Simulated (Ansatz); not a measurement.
KF: response to strain

Base system: KF in the rock salt structure (space group Fm-3m, No. 225).

```
CELL_PARAMETERS angstrom
      0.00000     2.65339     2.65339
      2.65339     0.00000     2.65339
      2.65339     2.65339     0.00000
ATOMIC_POSITIONS crystal
  K  0.00000 0.00000 0.00000
  F  0.50000 0.50000 0.50000
```

Strains are applied to the cell and any free atomic positions relax.

All numbers come from Ansatz (an electronic-structure program) PBEsol, spin-orbit coupling left out.

Notes on the quantities. energy relative to the base: free energy F.

| case | width of the top valence band | energy relative to the base | band gap | volume per atom |
|---|---|---|---|---|
| base | 0.37 eV | 0 meV/atom | 6.15 eV | 18.68 Å³ |
| isotropic strain −3.00 % | 0.46 eV | +18 meV/atom | 6.64 eV | 17.05 Å³ |
| isotropic strain −2.50 % | (withheld) | (withheld) | (withheld) | 17.31 Å³ |
| isotropic strain −2.00 % | 0.43 eV | +7.5 meV/atom | 6.47 eV | 17.58 Å³ |
| isotropic strain −1.50 % | 0.42 eV | +4.2 meV/atom | 6.39 eV | 17.85 Å³ |
| isotropic strain −1.00 % | 0.40 eV | +1.8 meV/atom | 6.31 eV | 18.13 Å³ |
| isotropic strain −0.50 % | 0.39 eV | +0.4 meV/atom | 6.23 eV | 18.40 Å³ |
| isotropic strain +0.50 % | 0.36 eV | +0.5 meV/atom | 6.08 eV | 18.96 Å³ |
| isotropic strain +1.00 % | 0.35 eV | +1.7 meV/atom | 6.00 eV | 19.25 Å³ |
| isotropic strain +2.00 % | 0.32 eV | +6.5 meV/atom | 5.86 eV | 19.82 Å³ |

Task: What belongs in the blanks?

Result: 
- isotropic strain −2.50 %, width of the top valence band: 0.45 eV
- isotropic strain −2.50 %, energy relative to the base: +12 meV/atom
- isotropic strain −2.50 %, band gap: 6.56 eV

Stability against distortions was not tested.
